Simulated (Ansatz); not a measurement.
## diamond against fcc along the alkali metals

These are results of Ansatz 0.2.0, DFT, PBE, plane waves (420 eV) with PAW, scalar-relativistic, not measurements.

Each structure is relaxed within its symmetry, in the lowest magnetic state of the tried starts. Differences under about 8 meV lie within the error of the k-point mesh.

| element | E(diamond) − E(fcc) (meV/atom) | V(diamond) (Å³/atom) | V(fcc) (Å³/atom) | state of diamond | state of fcc |
| --- | --- | --- | --- | --- | --- |
| Li | 516 | 25.80 | 20.17 | spin not included | spin not included |
| Na | 337 | 54.23 | 37.09 | spin not included | spin not included |
| K | 297 | 111.83 | 74.13 | spin not included | spin not included |
| Rb | 261 | 140.44 | 91.49 | spin not included | spin not included |
| Cs | 254 | 185.18 | 116.48 | spin not included | spin not included |
